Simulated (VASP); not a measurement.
AgCl, 2 atoms in the cell. Symmetry: Immm, No. 71, orthorhombic system. Conventional cell: a = 3.853 Å, b = 3.990 Å, c = 5.546 Å, α = 90.00°, β = 90.00°, γ = 90.00°. Ag (site symmetry mmm) has 6 Cl at 2.77 Å as nearest neighbours. Around Cl (site symmetry mmm) lie 6 Ag at 2.77 Å.  The cell isn't the ideal one: strain +0.0350 x Voigt [0, 0, 0, 1, 0, 0], atoms carried along.

| Property | Result |
| --- | --- |
| Program | VASP 6.6.1 |
| Task | single point |
| Functional | PBE |
| Potentials or basis | VASP PAW PBE potentials, release 64 (Ag, Cl) |
| Cutoff | 520 eV |
| k mesh | 8 × 8 × 8 |
| Occupations | gaussian, width 0.05 eV |
| Spin | no spin polarisation |
| Dipole correction | no |
| Further INCAR settings | ALGO = Normal; EDIFF = 1e-06; NBANDS = 16 |

Potentials or basis: VASP PAW PBE potentials, release 64 (Ag, Cl).

Launch:

```bash
$ cat potpaw_PBE.64/Ag/POTCAR potpaw_PBE.64/Cl/POTCAR > POTCAR
$ mpirun -np 1 vasp_std > vasp.out
```

Hardware: 1 thread of Intel(R) Xeon(R) 6975P-C (Granite Rapids), on a shared host.

Problem. Estimate the wall time of this run.

Solution. It took 25 s on 1 thread of Intel(R) Xeon(R) 6975P-C (Granite Rapids), with other jobs on the host, peak memory 0.21 GiB. Counts: scf iterations 12, k points 95.
